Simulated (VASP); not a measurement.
# GaSb (F-43m) in VASP: relaxation of cell and atoms with PBEsol

Aim: the relaxation of cell and atoms of GaSb with PBEsol.

Everything below comes from runs of VASP 6.6.1. Logs are shortened: lines on timing, memory, paths and dates and some standing lists are left out, and cuts for length are marked.

## 1. The crystal as given

It takes space group F-43m (No. 216, cubic). Conventional cell: a = 6.137 Å, b = 6.137 Å, c = 6.137 Å, α = 90.00°, β = 90.00°, γ = 90.00°. Around Ga (site symmetry -43m) lie 4 Sb at 2.66 Å. Around Sb (site symmetry -43m) lie 4 Ga at 2.66 Å.

The cell is a database's computed one.

## 2. Relaxation of cell and atoms, PBEsol

INCAR

```
PREC = Accurate
ENCUT = 600
EDIFF = 1E-6
ISMEAR = 0
SIGMA = 0.02
LREAL = F
LASPH = T
NELM = 60
ALGO = Normal
ISIF = 3
LWAVE = F
LCHARG = F
GGA = PS
IBRION = 2
NSW = 60
EDIFFG = -0.02
```

KPOINTS

```
regular mesh
0
Gamma
  3 3 3
```

POSCAR

```
GaSb
1.0
    0.0000000000      3.0686043200      3.0686043200
    3.0686043200      0.0000000000      3.0686043200
    3.0686043200      3.0686043200      0.0000000000
Ga Sb
1 1
Direct
    0.0000000000      0.0000000000      0.0000000000
    0.7500000000      0.7500000000      0.7500000000
```

Potentials or basis: VASP PAW PBE potentials, release 64 (Ga_d, Sb).

Started as:

```
cat potpaw_PBE.64/Ga_d/POTCAR potpaw_PBE.64/Sb/POTCAR > POTCAR
mpirun -np 1 vasp_std > vasp.out
```

OUTCAR:

```text
PREC = Accurate
   ENCUT = 600
   EDIFF = 1E-6
   ISMEAR = 0
   LREAL = F
   LASPH = T
   NELM = 60
   ISIF = 3
   GGA = PS
   IBRION = 2
   NSW = 60
   EDIFFG = -0.02

 ion  position               nearest neighbor table
   1  0.000  0.000  0.000-   2 2.66   2 2.66   2 2.66   2 2.66
   2  0.750  0.750  0.750-   1 2.66   1 2.66   1 2.66   1 2.66

  LATTYP: Found a face centered cubic cell.
 ALAT       =     6.1372086400

  Lattice vectors:

 A1 = (   0.0000000000,   3.0686043200,   3.0686043200)
 A2 = (   3.0686043200,   0.0000000000,   3.0686043200)
 A3 = (   3.0686043200,   3.0686043200,   0.0000000000)

Analysis of symmetry for initial positions (statically):
=====================================================================
 Subroutine PRICEL returns:
 Original cell was already a primitive cell.

 Routine SETGRP: Setting up the symmetry group for a
 face centered cubic supercell.

 Subroutine GETGRP returns: Found 24 space group operations
 (whereof 24 operations were pure point group operations)
 out of a pool of 48 trial point group operations.

The static configuration has the point symmetry T_d .

Analysis of symmetry for dynamics (positions and initial velocities):
=====================================================================
 Subroutine PRICEL returns:
 Original cell was already a primitive cell.

 Routine SETGRP: Setting up the symmetry group for a
 face centered cubic supercell.

 Subroutine GETGRP returns: Found 24 space group operations
 (whereof 24 operations were pure point group operations)
 out of a pool of 48 trial point group operations.

The dynamic configuration has the point symmetry T_d .

 Subroutine INISYM returns: Found 24 space group operations
 (whereof 24 operations are pure point group operations),
 and found     1 'primitive' translations

----------------------------------------------------------------------------------------

                                     Primitive cell

  volume of cell :      57.7900

  direct lattice vectors                    reciprocal lattice vectors
     0.000000000  3.068604320  3.068604320    -0.162940525  0.162940525  0.162940525
     3.068604320  0.000000000  3.068604320     0.162940525 -0.162940525  0.162940525
     3.068604320  3.068604320  0.000000000     0.162940525  0.162940525 -0.162940525

  length of vectors
     4.339661847  4.339661847  4.339661847     0.282221269  0.282221269  0.282221269

  position of ions in fractional coordinates (direct lattice)
     0.000000000  0.000000000  0.000000000
     0.750000000  0.750000000  0.750000000

  ion indices of the primitive-cell ions
   primitive index   ion index
                 1           1
                 2           2

----------------------------------------------------------------------------------------

 KPOINTS: regular mesh

Automatic generation of k-mesh.
 Grid dimensions read from file:
 generate k-points for:    3    3    3

 Generating k-lattice:

  Cartesian coordinates                     Fractional coordinates (reciprocal lattice)
    -0.054313508  0.054313508  0.054313508     0.333333333  0.000000000  0.000000000
     0.054313508 -0.054313508  0.054313508     0.000000000  0.333333333  0.000000000
     0.054313508  0.054313508 -0.054313508     0.000000000  0.000000000  0.333333333

  Length of vectors
     0.094073756  0.094073756  0.094073756

  Shift w.r.t. Gamma in fractional coordinates (k-lattice)
     0.000000000  0.000000000  0.000000000

 Subroutine IBZKPT returns following result:
 ===========================================

 Found      4 irreducible k-points:

 Following reciprocal coordinates:
            Coordinates               Weight
  0.000000  0.000000  0.000000      1.000000
  0.333333  0.000000  0.000000      8.000000
  0.333333  0.333333  0.000000      6.000000
 -0.333333  0.333333  0.000000     12.000000
   k-points           NKPTS =      4   k-points in BZ     NKDIM =      4   number of bands    NBANDS=     13
   number of dos      NEDOS =    301   number of ions     NIONS =      2
   total plane-waves  NPLWV =  46656
   dimension x,y,z NGX =    36 NGY =   36 NGZ =   36
   dimension x,y,z NGXF=    72 NGYF=   72 NGZF=   72
   ions per type =               1   1
   NGX,Y,Z   is equivalent  to a cutoff of  13.79, 13.79, 13.79 a.u.
   NGXF,Y,Z  is equivalent  to a cutoff of  27.58, 27.58, 27.58 a.u.
 SYSTEM =  unknown system
   PREC   = accura    normal or accurate (medium, high low for compatibility)
   ISTART =      0    job   : 0-new  1-cont  2-samecut
   ICHARG =      2    charge: 1-file 2-atom 10-const
   ISPIN  =      1    spin polarized calculation?
   LNONCOLLINEAR =      F non collinear calculations
   LSORBIT =      F    spin-orbit coupling
   LASPH  =      T    aspherical Exc in radial PAW
   ENCUT  =  600.0 eV  44.10 Ry    6.64 a.u.   8.67  8.67  8.67*2*pi/ulx,y,z
   NELM   =     60;   NELMIN=  2; NELMDL= -5     # of ELM steps
   EDIFF  = 0.1E-05   stopping-criterion for ELM
   LREAL  =      F    real-space projection
   EDIFFG = -.2E-01   stopping-criterion for IOM
   NSW    =     60    number of steps for IOM
   IBRION =      2    ionic relax: 0-MD 1-quasi-New 2-CG
   NFREE  =      1    steps in history (QN), initial steepest desc. (CG)
   ISIF   =      3    stress and relaxation
   ISYM   =      2    0-nonsym 1-usesym 2-fastsym
   POTIM  = 0.5000    time-step for ionic-motion
   TEBEG  =    0.0;   TEEND  =   0.0 temperature during run
   PSTRESS=    0.0 pullay stress
   NELECT =      18.0000    total number of electrons
   NUPDOWN=      -1.0000    fix difference up-down
   EMIN   =  10.00;   EMAX   =-10.00  energy-range for DOS
   EFERMI =   0.00;   METHOD = LEGACY
   ISMEAR =     0;   SIGMA  =   0.02  broadening in eV -4-tet -1-fermi 0-gaus
   EFERMI_NEDOS =   21; number of points for ismear=-14 and -15
   IALGO  =     38    algorithm
   IMIX   =      4    mixing-type and parameters
     AMIX     =   0.40;   BMIX     =  1.00
     AMIX_MAG =   1.60;   BMIX_MAG =  1.00
  volume/ion in A,a.u.               =      28.89       194.99
  Fermi-wavevector in a.u.,A,eV,Ry     =   1.109723  2.097073 16.755387  1.231486
  Thomas-Fermi vector in A             =   2.246267
   LORBIT       =      0    0 simple, 1 ext, 2 COOP (PROOUT), +10 PAW based schemes
   GGA     = PS    functional components
   LHFCALC =     F    Hartree Fock is set to
   AEXX    =    0.0000 exact exchange contribution
   IVDW    =     0    specifies the selected vdW correction
   LEPSILON=     F    determine dielectric tensor
   LRPA    =     F    only Hartree local field effects (RPA)
 conjugate gradient relaxation of ions
 non-spin polarized calculation
 Gauss-broadening in eV      SIGMA  =   0.02
  energy-cutoff  :      600.00
  volume of cell :       57.79
 maximum number of plane-waves:      1948
 NGX is ok and might be reduce to    36
   NGX = 17   NGY = 17   NGZ = 17

--------------------------------------- Ionic step        1  -------------------------------------------

 number of electron      18.0000003 magnetization

 Free energy of the ion-electron system (eV)
  ---------------------------------------------------
  ext. energy  EPLUGINS =         0.00000000
  ---------------------------------------------------
  free energy    TOTEN  =        -7.53923936 eV

  energy without entropy =       -7.53809668  energy(sigma->0) =       -7.53866802

------------------------ aborting loop because EDIFF is reached ----------------------------------------

  FORCE on cell =-STRESS in cart. coord.  units (eV):
  Direction    XX          YY          ZZ          XY          YZ          ZX
  --------------------------------------------------------------------------------------
  -------------------------------------------------------------------------------------
  Total        0.6297591      0.6297591      0.6297591     -0.0000000      0.0000000     -0.0000000
  in kB       17.4595235     17.4595235     17.4595235     -0.0000000      0.0000000     -0.0000000
  external PRESSURE =      17.4595235 kB  Pullay stress =       0.0000000 kB

 VOLUME and BASIS-vectors are now :
 -----------------------------------------------------------------------------
  energy-cutoff  :      600.00
  volume of cell :       57.79
      direct lattice vectors                 reciprocal lattice vectors
     0.000000000  3.068604320  3.068604320    -0.162940525  0.162940525  0.162940525
     3.068604320  0.000000000  3.068604320     0.162940525 -0.162940525  0.162940525
     3.068604320  3.068604320  0.000000000     0.162940525  0.162940525 -0.162940525

 POSITION                                       TOTAL-FORCE (eV/Angst)
 -----------------------------------------------------------------------------------
      0.00000      0.00000      0.00000         0.000000      0.000000      0.000000
      4.60291      4.60291      4.60291        -0.000000     -0.000000     -0.000000
 -----------------------------------------------------------------------------------
    total drift:                               -0.000000     -0.000000     -0.000000

  FREE ENERGIE OF THE ION-ELECTRON SYSTEM (eV)
  ---------------------------------------------------
  free  energy   TOTEN  =        -7.5392393635 eV
[... 17 lines left out ...]
 VOLUME and BASIS-vectors are now :
 -----------------------------------------------------------------------------
  energy-cutoff  :      600.00
  volume of cell :       60.46
      direct lattice vectors                 reciprocal lattice vectors
     0.000000000  3.115218341  3.115218341    -0.160502394  0.160502394  0.160502394
     3.115218341  0.000000000  3.115218341     0.160502394 -0.160502394  0.160502394
     3.115218341  3.115218341 -0.000000000     0.160502394  0.160502394 -0.160502394

 POSITION                                       TOTAL-FORCE (eV/Angst)
 -----------------------------------------------------------------------------------
      0.00000      0.00000      0.00000        -0.000000     -0.000000     -0.000000
      4.67283      4.67283      4.67283         0.000000      0.000000      0.000000
 -----------------------------------------------------------------------------------
    total drift:                               -0.000000     -0.000000     -0.000000

  FREE ENERGIE OF THE ION-ELECTRON SYSTEM (eV)
  ---------------------------------------------------
  free  energy   TOTEN  =        -7.5491999797 eV

  energy  without entropy=       -7.5480572958  energy(sigma->0) =       -7.54862864

--------------------------------------- Ionic step        3  -------------------------------------------

 number of electron      17.9999991 magnetization

 Free energy of the ion-electron system (eV)
  ---------------------------------------------------
  ext. energy  EPLUGINS =         0.00000000
  ---------------------------------------------------
  free energy    TOTEN  =        -7.55014195 eV

  energy without entropy =       -7.54899927  energy(sigma->0) =       -7.54957061

 E-fermi :   4.3969     XC(G=0):  -9.0067

 val. band max:        4.3908324798   @ k =   0.0000   0.0000   0.0000
 cond. band min:       4.8116754177   @ k =   0.3333   0.0000   0.0000
 fundamental gap:      0.4208429379
 Fermi energy:         4.3969234238

 k-point     1 :       0.0000    0.0000    0.0000
  band No.  band energies     occupation
      1     -10.5655      2.00000
      2     -10.5655      2.00000
      3     -10.5655      2.00000
      4     -10.5234      2.00000
      5     -10.5234      2.00000
      6      -6.8159      2.00000
      7       4.0651      2.00000
      8       4.3908      1.33338
      9       4.3908      1.33331
     10       4.3908      1.33331
     11       7.1049      0.00000
     12       7.1049      0.00000
     13       7.1049      0.00000

 k-point     2 :       0.3333    0.0000    0.0000
  band No.  band energies     occupation
      1     -10.5826      2.00000
      2     -10.5583      2.00000
      3     -10.5583      2.00000
      4     -10.5234      2.00000
      5     -10.5234      2.00000
      6      -5.8366      2.00000
      7      -0.6976      2.00000
      8       3.4891      2.00000
      9       3.4891      2.00000
     10       4.8117      0.00000
     11       8.0644      0.00000
     12       8.0644      0.00000
     13      10.5701      0.00000
[... 43 lines left out ...]
 VOLUME and BASIS-vectors are now :
 -----------------------------------------------------------------------------
  energy-cutoff  :      600.00
  volume of cell :       59.85
      direct lattice vectors                 reciprocal lattice vectors
     0.000000000  3.104580933  3.104580933    -0.161052332  0.161052332  0.161052332
     3.104580933  0.000000000  3.104580933     0.161052332 -0.161052332  0.161052332
     3.104580933  3.104580933 -0.000000000     0.161052332  0.161052332 -0.161052332

 POSITION                                       TOTAL-FORCE (eV/Angst)
 -----------------------------------------------------------------------------------
      0.00000      0.00000      0.00000        -0.000000      0.000000      0.000000
      4.65687      4.65687      4.65687         0.000000     -0.000000     -0.000000
 -----------------------------------------------------------------------------------
    total drift:                               -0.000000     -0.000000     -0.000000

  FREE ENERGIE OF THE ION-ELECTRON SYSTEM (eV)
  ---------------------------------------------------
  free  energy   TOTEN  =        -7.5501419500 eV

  energy  without entropy=       -7.5489992661  energy(sigma->0) =       -7.54957061

 reached required accuracy - stopping structural energy minimisation
```

It took 17 s on 1 thread of Intel Xeon Platinum 8488C (Sapphire Rapids), shared host; peak memory 0.2 GiB.

What came out:

| Quantity | Value |
| --- | --- |
| Free energy | -7.5501 eV |
| Relaxed volume | 29.92 Å³/atom |
| Relaxed cell | a = 4.391 Å, b = 4.391 Å, c = 4.391 Å, α = 60.00°, β = 60.00°, γ = 60.00° |
| Space group after relaxing (to 0.05 Å) | F-43m (No. 216) |
| Energy gained by relaxing | 5.5 meV/atom |
| Ionic steps | 3 |
| Pressure after relaxing | -0.1 GPa |
| Band gap on the k mesh | none (metal or under the smearing width) |

Step by step:
| step | energy change (eV) | largest force (eV/Å) | pressure (GPa) | volume (Å³) |
| --- | --- | --- | --- | --- |
| 1 | 0.0000 | 0.0000 | 1.75 | 57.79 |
| 2 | -0.0100 | 0.0000 | -0.46 | 60.46 |
| 3 | -0.0109 | 0.0000 | -0.06 | 59.85 |

Final structure:
```cif
data_structure
_symmetry_space_group_name_H-M 'P 1'
_symmetry_Int_Tables_number 1
_cell_length_a 4.3905
_cell_length_b 4.3905
_cell_length_c 4.3905
_cell_angle_alpha 60.000
_cell_angle_beta 60.000
_cell_angle_gamma 60.000
_cell_volume 59.85
loop_
_atom_site_label
_atom_site_type_symbol
_atom_site_fract_x
_atom_site_fract_y
_atom_site_fract_z
_atom_site_occupancy
Ga1 Ga 0.00000 0.00000 0.00000 1
Sb1 Sb 0.75000 0.75000 0.75000 1
```

Caveat: the k mesh is coarse (spacing up to 0.59 Å⁻¹), so the values aren't converged; the PAW data sets were made with another functional, which shifts forces and pressure a little; this crystal is a semiconductor, whose small gap the functional closes, so the metal is an error of the method. Spin-orbit coupling is left out, which matters for the levels of Sb.
